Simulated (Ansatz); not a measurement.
A series in volume scale on Ga

All results are calculated (Ansatz 0.2.0). Plane-wave DFT, scalar-relativistic PAW made under PBE with cores redone for the functional, no dispersion; the given relaxed cell is scaled uniformly, energy at zero smearing counts from the unscaled cell, pressure at the given Fermi-Dirac smearing is positive in compression.

The cell before it is scaled or strained (space group P6/mmm, No. 191):
```
cell vectors (Å)
   4.7481     0.0000     0.0000
  -2.3741     4.1120     0.0000
   0.0000     0.0000     3.0484
atoms (fractions of the cell vectors)
Ga  0.00000  0.00000  0.00000
Ga  0.33333  0.66667  0.50000
Ga  0.66667  0.33333  0.50000
```

Settings of every row: spin polarised no; functional revPBE; wave cutoff 420 eV; smearing width 0.1 eV; k mesh 9x9x12.

Atom starting moment: 0 on all atoms.

Limits: the cell comes from a prototype or a list of computed structures and needn't be the stable phase.

```csv
row,volume scale,V (Å³/atom),energy change per atom (meV),pressure (GPa)
1,0.88,17.458,50.92,7.68
2,0.92,18.252,21.24,4.54
3,0.96,19.046,5.24,2.09
4,1.04,20.633,?,?
5,1.08,21.426,13.24,-2.55
6,1.12,22.22,28.44,-3.49
```

Question: what energy change per atom and pressure should row 4 give?

Worked fit of energy change per atom. Take u = (V_r/V)^(2/3) − 1 with V_r = 19.046 Å³ an atom, which is twice the finite (Eulerian) strain; such expansions in the strain, on which the Birch-Murnaghan equation of state is built, carry the rest volume and the bulk modulus. The shown rows have u = 0.05976, 0.0288, 0, -0.0755, -0.09765. Least squares give energy change per atom = 5.283 + 380.57 × u + 6358.5 × u² meV; a straight line predicts inner rows, each left out in turn, worse (root mean square 17 against 0.51 meV). The rows lie off it by 0.19, -0.28, -0.04, 0.44, -0.31 (root mean square 0.28 meV). The withheld row has u = -0.05196, so the fit gives 5.283 + 380.57 × (-0.05196) + 6358.5 × (-0.05196)² = 2.68 meV.

The calculation gave 3.29 meV. The fit lies 0.61 meV (19 % of the value, 1.3 % of the column's range) below it; its largest miss of a shown row is 0.44 meV.

Worked fit of pressure. Take u = (V_r/V)^(2/3) − 1 with V_r = 19.046 Å³ an atom, which is twice the finite (Eulerian) strain; such expansions in the strain, on which the Birch-Murnaghan equation of state is built, carry the rest volume and the bulk modulus. The shown rows have u = 0.05976, 0.0288, 0, -0.0755, -0.09765. Least squares give pressure = 2.09 + 79.42 × u + 231 × u² GPa; a straight line predicts inner rows, each left out in turn, worse (root mean square 0.61 against 0.047 GPa). The rows lie off it by 0.02, -0.03, 0.00, 0.04, -0.03. The pressure vanishes at u = -0.0287, or V = 19.9 Å³ an atom, and there the bulk modulus at fixed shape and fractions is B = −V dP/dV = (2/3)(1 + u) dP/du = 42.8 GPa. Letting shape and atoms relax would as a rule lower it, by much in layered, chain or molecular crystals. The withheld row has u = -0.05196, so the fit gives 2.09 + 79.42 × (-0.05196) + 231 × (-0.05196)² = -1.41 GPa.

The calculation gave -1.37 GPa. The fit lies 0.04 GPa (2.9 % of the value, 0.36 % of the column's range) below it; its largest miss of a shown row is 0.04 GPa.
